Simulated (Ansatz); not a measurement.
Theory: DFT PBE, scalar-relativistic, plane waves, PAW (Ansatz 0.2.0). All cells share a 420 eV cutoff and Γ-centred k meshes spaced at most about 0.3 Å⁻¹ (about 0.25 or finer for metals, 2π included). No spin polarisation in the final relaxations.

These are static total energies at zero pressure.

Two forms of HfB₂ were relaxed alike.

1. Space group P4/mmm (No. 123), tetragonal, a = 4.977 Å, c = 4.128 Å. Hf on its first site is surrounded by 4 B at 2.31 Å; Hf on its second site is surrounded by 8 B at 2.39 Å; B is surrounded by 2 B at 1.71 Å and 3 Hf at 2.31–2.39 Å.

2. Space group P6/mmm (No. 191), hexagonal, a = 4.592 Å, c = 4.179 Å. Around Hf lie 6 B at 2.47 Å, 3 B at 2.65 Å and 3 Hf at 2.65 Å; B on a site of symmetry mmm is surrounded by 4 B at 2.30 Å and 4 Hf at 2.47 Å; around B on a site of symmetry 6/mmm lie 6 Hf at 2.65 Å.

Problem. Which is lower in energy, and by how much?

Solution. Cell 1 is lower, by 18 meV/atom. Cell 1 has space group P4/mmm (No. 123), 17.0 Å³/atom and no gap on its mesh; cell 2 has space group P6/mmm (No. 191), 12.7 Å³/atom and no gap. Counting B atoms around Hf (those within 1.25 times the shortest such distance or 1.15 times the sum of covalent radii, 1.27 where that leaves under three; a slash parts the counts of unlike sites), cell 1 has Hf 4/8 and cell 2 has Hf 9. Cell 1 holds B–B units of three or more atoms (shortest 1.71 Å); in cell 2 the shortest B–B distance is 2.30 Å. The lower one is the more open, so pressure narrows the difference. Even the lower one lies +0.80 eV/atom against the reference forms of the elements (uncorrected), so neither is stable at this level. Both come from invented guesses. A third cell relaxed alike, in P6/mmm (a cell as deposited in COD), lies 1.81 eV/atom below the lower of the two.

These runs have no spin–orbit coupling, which can matter for Hf. Cells relaxed within their symmetry can be saddle points.

The 18 meV/atom preference for the tetragonal cell probably reflects a near-cancellation of large bonding terms, not a clear advantage of one motif. That cell gains covalent B–B bonding at 1.71 Å but leaves much of its volume open. The hexagonal cell packs more boron around Hf, yet its shortest B–B distance of 2.30 Å is too long for a normal covalent bond, and its Hf–Hf contacts of 2.65 Å are strongly compressed relative to elemental hafnium.

The deposited cell shares the space group of cell 2 but lies far lower, so symmetry alone does not set the energy. It is presumably the known diboride structure, in which boron honeycomb sheets alternate with Hf layers. There, electron transfer from Hf helps fill the bonding states of the boron network, while Hf–B covalency ties the layers together, so neither kind of bonding is sacrificed. Its advantage of 1.81 eV/atom more than offsets the +0.80 eV/atom of cell 1, placing it below the elements, as expected for this refractory compound.
